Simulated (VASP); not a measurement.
Pb, 1 atom in the cell. The structure is cubic, space group Fm-3m (No. 225). Conventional cell: a = 4.950 Å, b = 4.950 Å, c = 4.950 Å, α = 90.00°, β = 90.00°, γ = 90.00°. Pb (site symmetry m-3m) is surrounded by 12 Pb at 3.50 Å. 

- Program: VASP 6.6.1
- Task: relaxation of cell and atoms
- Functional: PBEsol
- Potentials or basis: VASP PAW PBE potentials, release 64 (Pb_d)
- Cutoff: 600 eV
- k mesh: 16 × 16 × 16
- Occupations: methfessel-paxton, width 0.1 eV
- Spin: no spin polarisation
- Further INCAR settings: ALGO = Normal; EDIFF = 1e-06; IBRION = 2; EDIFFG = -0.01; NSW = 90; ISIF = 3

Potentials or basis: VASP PAW PBE potentials, release 64 (Pb_d).

Command:

```sh
$ cat potpaw_PBE.64/Pb_d/POTCAR > POTCAR
$ mpirun -np 1 vasp_std > vasp.out
```

Hardware: 1 thread of Intel(R) Xeon(R) 6975P-C (Granite Rapids) (shared host).

How long does it take, and how much memory?

It took 38 s on 1 thread of Intel(R) Xeon(R) 6975P-C (Granite Rapids) (shared host), peak memory 0.2 GiB. Counts: scf iterations 23, k points 145, ion steps 3.
